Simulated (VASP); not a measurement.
# Ti2O (P-3m1) in VASP: further runs, part 2 of 2

VASP 6.6.1. Earlier steps stand in the parts before.

### 4 Core levels, AM05

INCAR reads:

```
PREC     = Accurate       # precision mode
ENCUT    = 520            # plane-wave cutoff, eV
EDIFF    = 1E-6           # SCF threshold, eV
ISMEAR   = 0              # smearing method
SIGMA    = 0.01           # smearing width, eV
LREAL    = F              # projectors in reciprocal space
LASPH    = T              # aspherical terms in the spheres
NELM     = 60             # most SCF steps
ALGO     = Fast           # electronic algorithm
ISIF     = 2              # what is computed and relaxed
LWAVE    = F              # write WAVECAR
LCHARG   = F              # write CHGCAR
GGA      = AM             # functional
ICORELEVEL= 1
```

Ti2O.cif reads:

```cif
data_Ti2O
_cell_length_a 2.91940000
_cell_length_b 2.91940000
_cell_length_c 4.71300000
_cell_angle_alpha 90.00000000
_cell_angle_beta 90.00000000
_cell_angle_gamma 120.00000000
_space_group_name_H-M_alt 'P-3m1'
_space_group_name_Hall '-P 3 2"'
_space_group_IT_number 164
loop_
_space_group_symop_operation_xyz
'x,y,z'
'-x,-y,-z'
'-y,x-y,z'
'y,-x+y,-z'
'-x+y,-x,z'
'x-y,x,-z'
'y,x,-z'
'-y,-x,z'
'x-y,-y,-z'
'-x+y,y,z'
'-x,-x+y,-z'
'x,x-y,z'
loop_
_atom_site_label
_atom_site_type_symbol
_atom_site_symmetry_multiplicity
_atom_site_Wyckoff_symbol
_atom_site_fract_x
_atom_site_fract_y
_atom_site_fract_z
_atom_site_occupancy
Ti1 Ti 2 d 0.3333333333 0.6666666667 0.7212600000 1
O1 O 1 a 0.0000000000 0.0000000000 0.0000000000 1
```

KPOINTS reads:

```
regular mesh
0
Gamma
  10 10 6
```

POSCAR reads:

```
Ti O 
 1.0000000000000000
     2.9194000000000000    0.0000000000000000    0.0000000000000000
    -1.4596999999999993    2.5282745638082904    0.0000000000000000
     0.0000000000000000    0.0000000000000000    4.7130000000000001
 Ti  O  
   2   1
Cartesian
 -0.0000000001459696  1.6855163759564693  3.3992983800000003
  1.4597000001459706  0.8427581878518211  1.3137016200000000
  0.0000000000000000  0.0000000000000000  0.0000000000000000
```

Potentials or basis: VASP PAW PBE potentials, release 64 (Ti_sv, O).

Launch:

```bash
$ ase convert -i cif -o vasp Ti2O.cif POSCAR
$ cat potpaw_PBE.64/Ti_sv/POTCAR potpaw_PBE.64/O/POTCAR > POTCAR
$ mpirun -np 1 vasp_std > vasp.out
```

OUTCAR:

```text
PREC = Accurate
   ENCUT = 520
   EDIFF = 1E-6
   ISMEAR = 0
   LREAL = F
   LASPH = T
   NELM = 60
   ISIF = 2
   GGA = AM

 ion  position               nearest neighbor table
   1  0.333  0.667  0.721-   3 2.14   3 2.14   3 2.14   2 2.68   2 2.68   2 2.68
   2  0.667  0.333  0.279-   3 2.14   3 2.14   3 2.14   1 2.68   1 2.68   1 2.68
   3  0.000  0.000  0.000-   1 2.14   2 2.14   1 2.14   2 2.14   2 2.14   1 2.14

  LATTYP: Found a hexagonal cell.
 ALAT       =     2.9194000000
 C/A-ratio  =     1.6143728163

  Lattice vectors:

 A1 = (   2.9194000000,   0.0000000000,   0.0000000000)
 A2 = (  -1.4597000000,   2.5282745638,   0.0000000000)
 A3 = (   0.0000000000,   0.0000000000,   4.7130000000)

Analysis of symmetry for initial positions (statically):
=====================================================================
 Subroutine PRICEL returns:
 Original cell was already a primitive cell.

 Routine SETGRP: Setting up the symmetry group for a
 hexagonal supercell.

 Subroutine GETGRP returns: Found 12 space group operations
[... 170 lines left out ...]
 the core state eigenenergies are
   1-  1s  -4852.6863  2s   -521.2577  2p   -428.5503
   2-  1s  -4852.6863  2s   -521.2577  2p   -428.5503
   3-  1s   -498.4759

 E-fermi :  10.2684     XC(G=0): -12.6875

 val. band max:       10.2683762607   @ k =   0.2000  -0.0000   0.1667
 cond. band min:      10.3264432110   @ k =   0.3000   0.1000   0.3333
 fundamental gap:      0.0580669503
 Fermi energy:        10.2683771419

 k-point     1 :       0.0000    0.0000    0.0000
  band No.  band energies     occupation
      1     -46.5067      2.00000
      2     -46.3210      2.00000
      3     -23.4156      2.00000
      4     -22.6219      2.00000
      5     -22.6219      2.00000
      6     -22.5130      2.00000
[... 278 lines left out ...]
 k-point    14 :       0.3000    0.3000    0.0000
  band No.  band energies     occupation

------------------------ aborting loop because EDIFF is reached ----------------------------------------

  FORCE on cell =-STRESS in cart. coord.  units (eV):
  Direction    XX          YY          ZZ          XY          YZ          ZX
  --------------------------------------------------------------------------------------
  -------------------------------------------------------------------------------------
  Total        0.6319111      0.6319111      1.7126234      0.0000000     -0.0000000     -0.0000000
  in kB       29.1039057     29.1039057     78.8782328      0.0000000     -0.0000000     -0.0000000
  external PRESSURE =      45.6953480 kB  Pullay stress =       0.0000000 kB

 VOLUME and BASIS-vectors are now :
 -----------------------------------------------------------------------------
  energy-cutoff  :      520.00
  volume of cell :       34.79
      direct lattice vectors                 reciprocal lattice vectors
     2.919400000  0.000000000  0.000000000     0.342536138  0.197763331  0.000000000
    -1.459700000  2.528274564  0.000000000     0.000000000  0.395526662  0.000000000
     0.000000000  0.000000000  4.713000000     0.000000000  0.000000000  0.212179079

 POSITION                                       TOTAL-FORCE (eV/Angst)
 -----------------------------------------------------------------------------------
     -0.00000      1.68552      3.39930        -0.000000      0.000000      1.277528
      1.45970      0.84276      1.31370         0.000000      0.000000     -1.277528
      0.00000      0.00000      0.00000         0.000000      0.000000      0.000000
 -----------------------------------------------------------------------------------
    total drift:                               -0.000000      0.000000      0.000000

  FREE ENERGIE OF THE ION-ELECTRON SYSTEM (eV)
  ---------------------------------------------------
  free  energy   TOTEN  =       -26.7889734566 eV

  energy  without entropy=      -26.7889170087  energy(sigma->0) =      -26.78894523
```

stdout:

```text
POSCAR found type information on POSCAR TiO
 POSCAR found :  2 types and       3 ions
 scaLAPACK will be used
 -----------------------------------------------------------------------------
|                                                                             |
|                                                                             |
|     You enforced a specific xc type in the INCAR file but a different       |
|     I HOPE YOU KNOW WHAT YOU ARE DOING!                                     |
|                                                                             |
 -----------------------------------------------------------------------------

 LDA part: xc-table for (Slater+PW92), standard interpolation
 POSCAR, INCAR and KPOINTS ok, starting setup
 FFT: planning ... GRIDC
 FFT: planning ... GRID_SOFT
 FFT: planning ... GRID
 WAVECAR not read
 entering main loop
WARNING in EDDRMM: call to ZHEGV failed, returncode =   6  3      9
WARNING in EDDRMM: call to ZHEGV failed, returncode =   6  3     17
WARNING in EDDRMM: call to ZHEGV failed, returncode =   6  3     10
```

Run time: 1.8 min. Hardware: 1 thread of Intel Xeon Platinum 8559C (Emerald Rapids), shared host; peak memory 0.17 GiB.

What came out:

```
Free energy            : -26.7890 eV
Pressure               : 4.6 GPa
Largest force          : 1.278 eV/Å
Band gap on the k mesh : none (metal or under the smearing width)
```

Forces in eV/Å, atoms in the order of the input:
```
Ti   0.000  0.000  1.278
Ti   0.000  0.000 -1.278
O    0.000  0.000  0.000
```

Core levels (eV, on the scale of the bands):
| atom | levels |
| --- | --- |
| 1 Ti | 1s -4852.7, 2s -521.3, 2p -428.6 |
| 2 Ti | 1s -4852.7, 2s -521.3, 2p -428.6 |
| 3 O | 1s -498.5 |

Caveat: the PAW data sets were made with another functional, which shifts forces and pressure a little; semilocal functionals often make such compounds metallic where correlation or magnetic order opens a gap, which also shifts bond lengths.

### 5 Equation of state, PBEsol, 11.42 Å³/atom (a relaxed cell with its volume scaled by 0.96)

INCAR reads:

```
ALGO = Fast
EDIFF = 1E-6
ENCUT = 520
GGA = PS
ISIF = 2
ISMEAR = -1
LASPH = T
LCHARG = F
LREAL = F
LWAVE = F
NELM = 100
PREC = Accurate
SIGMA = 0.05
```

KPOINTS reads:

```
k-points
0
Gamma
  8 8 6
```

POSCAR reads:

```
Ti2O                                    
1.0
    2.9151920274     -0.0000000000      0.0000000000
   -1.4575960137      2.5246303527     -0.0000000000
    0.0000000000     -0.0000000000      4.6555488676
  Ti              O             
     2     1
Direct
     0.3333333332999970    0.6666666667000030    0.7378184684921136
     0.6666666667000030    0.3333333332999970    0.2621815315078862
     0.0000000000000000    1.0000000000000000    0.0000000000000000
```

Launch:

```bash
$ cat potpaw_PBE.64/Ti_sv/POTCAR potpaw_PBE.64/O/POTCAR > POTCAR
$ mpirun -np 1 vasp_std > vasp.out
```

Wall time 97 s (1 thread of Intel Xeon Platinum 8259CL at 2.50GHz (Skylake/Cascade Lake), shared host); peak memory 0.17 GiB.

Results (log left out):

| Property | Result |
| --- | --- |
| Free energy | -27.5750 eV |
| Pressure | 9.7 GPa |
| Largest force | 0.138 eV/Å |
| Band gap on the k mesh | none (metal or under the smearing width) |

Caveat: the PAW data sets were made with another functional, which shifts forces and pressure a little; semilocal functionals often make such compounds metallic where correlation or magnetic order opens a gap, which also shifts bond lengths.

### 6 Equation of state, PBEsol, 11.66 Å³/atom (a relaxed cell with its volume scaled by 0.98)

INCAR is that of step 5.

KPOINTS is that of step 5.

POSCAR reads:

```
Ti2O                                    
1.0
    2.9352974354     -0.0000000000      0.0000000000
   -1.4676487177      2.5420421467     -0.0000000000
    0.0000000000     -0.0000000000      4.6876571158
  Ti              O             
     2     1
Direct
     0.3333333332999970    0.6666666667000030    0.7378184684921136
     0.6666666667000030    0.3333333332999970    0.2621815315078862
     0.0000000000000000    1.0000000000000000    0.0000000000000000
```

Potentials or basis: VASP PAW PBE potentials, release 64 (Ti_sv, O).

Launch:

```bash
$ cat potpaw_PBE.64/Ti_sv/POTCAR potpaw_PBE.64/O/POTCAR > POTCAR
$ mpirun -np 1 vasp_std > vasp.out
```

It took 98 s on 1 thread of Intel Xeon Platinum 8259CL at 2.50GHz (Skylake/Cascade Lake), shared host; peak memory 0.17 GiB.

The run converged. Its results:

```
Free energy            : -27.6064 eV
Pressure               : 4.5 GPa
Largest force          : 0.068 eV/Å
Band gap on the k mesh : none (metal or under the smearing width)
```

Caveat: the PAW data sets were made with another functional, which shifts forces and pressure a little; semilocal functionals often make such compounds metallic where correlation or magnetic order opens a gap, which also shifts bond lengths.

### 7 Equation of state, PBEsol, 11.90 Å³/atom

INCAR is that of step 6.

KPOINTS is that of step 6.

POSCAR reads:

```
Ti2O                                    
1.0
    2.9551311278     -0.0000000000      0.0000000000
   -1.4775655639      2.5592186282     -0.0000000000
    0.0000000000     -0.0000000000      4.7193314355
  Ti              O             
     2     1
Direct
     0.3333333332999970    0.6666666667000030    0.7378184684921136
     0.6666666667000030    0.3333333332999970    0.2621815315078862
     0.0000000000000000    1.0000000000000000    0.0000000000000000
```

Launch:

```bash
$ cat potpaw_PBE.64/Ti_sv/POTCAR potpaw_PBE.64/O/POTCAR > POTCAR
$ mpirun -np 1 vasp_std > vasp.out
```

Wall time 93 s (1 thread of Intel Xeon Platinum 8259CL at 2.50GHz (Skylake/Cascade Lake), shared host); peak memory 0.17 GiB.

The run converged. Its results:

```
Free energy            : -27.6177 eV
Pressure               : 0.3 GPa
Largest force          : 0.006 eV/Å
Band gap on the k mesh : none (metal or under the smearing width)
```

Caveat: the PAW data sets were made with another functional, which shifts forces and pressure a little; semilocal functionals often make such compounds metallic where correlation or magnetic order opens a gap, which also shifts bond lengths.

### 8 Equation of state, PBEsol, 12.14 Å³/atom (a relaxed cell with its volume scaled by 1.02)

INCAR is that of step 7.

KPOINTS is that of step 7.

POSCAR reads:

```
Ti2O                                    
1.0
    2.9747021030     -0.0000000000      0.0000000000
   -1.4873510515      2.5761675899     -0.0000000000
    0.0000000000     -0.0000000000      4.7505861969
  Ti              O             
     2     1
Direct
     0.3333333332999970    0.6666666667000030    0.7378184684921136
     0.6666666667000030    0.3333333332999970    0.2621815315078862
     0.0000000000000000    1.0000000000000000    0.0000000000000000
```

Launch:

```bash
$ cat potpaw_PBE.64/Ti_sv/POTCAR potpaw_PBE.64/O/POTCAR > POTCAR
$ mpirun -np 1 vasp_std > vasp.out
```

Wall time 98 s (1 thread of Intel Xeon Platinum 8259CL at 2.50GHz (Skylake/Cascade Lake), shared host); peak memory 0.17 GiB.

The run converged. Its results:

* Free energy: -27.6109 eV
* Pressure: -3.5 GPa
* Largest force: 0.050 eV/Å
* Band gap on the k mesh: none (metal or under the smearing width)

Caveat: the PAW data sets were made with another functional, which shifts forces and pressure a little; semilocal functionals often make such compounds metallic where correlation or magnetic order opens a gap, which also shifts bond lengths.

### 9 Equation of state, PBEsol, 12.37 Å³/atom (a relaxed cell with its volume scaled by 1.04)

INCAR is that of step 8.

KPOINTS is that of step 8.

POSCAR reads:

```
Ti2O                                    
1.0
    2.9940188917     -0.0000000000      0.0000000000
   -1.4970094458      2.5928964196     -0.0000000000
    0.0000000000     -0.0000000000      4.7814350236
  Ti              O             
     2     1
Direct
     0.3333333332999970    0.6666666667000030    0.7378184684921136
     0.6666666667000030    0.3333333332999970    0.2621815315078862
     0.0000000000000000    1.0000000000000000    0.0000000000000000
```

Potentials or basis: VASP PAW PBE potentials, release 64 (Ti_sv, O).

Launch:

```bash
$ cat potpaw_PBE.64/Ti_sv/POTCAR potpaw_PBE.64/O/POTCAR > POTCAR
$ mpirun -np 1 vasp_std > vasp.out
```

Wall time 99 s (1 thread of Intel Xeon Platinum 8259CL at 2.50GHz (Skylake/Cascade Lake), shared host); peak memory 0.17 GiB.

The run converged. Its results:

```yaml
Free_energy: -27.5879 eV
Pressure: -7.0 GPa
Largest_force: 0.100 eV/Å
Band_gap_on_the_k_mesh: none (metal or under the smearing width)
```

Caveat: the PAW data sets were made with another functional, which shifts forces and pressure a little; semilocal functionals often make such compounds metallic where correlation or magnetic order opens a gap, which also shifts bond lengths.

### 10 Equation of state, PBEsol

This run uses another cell than the first one, of 11.90 Å³/atom, 1.026 times its volume.

This step only gathers the single runs of the series.

What came out:

| Item | Value |
| --- | --- |
| Equilibrium volume | 11.92 Å³/atom |
| Bulk modulus at fixed shape and positions | 200 GPa |
| Pressure derivative of the bulk modulus | 4.4 (rough: it moves with the points fitted) |

Energy against volume, from the lowest point:
```tsv
volume (Å³/atom)	energy (meV/atom)
11.421	14.23
11.659	3.77
11.897	0.00
12.135	2.25
12.373	9.91
```

Caveat: the cell was scaled at fixed shape and fractional positions, which overstates the stiffness of a crystal with free parameters, most of all of layers and chains; the PAW data sets were made with another functional, which shifts forces and pressure a little.
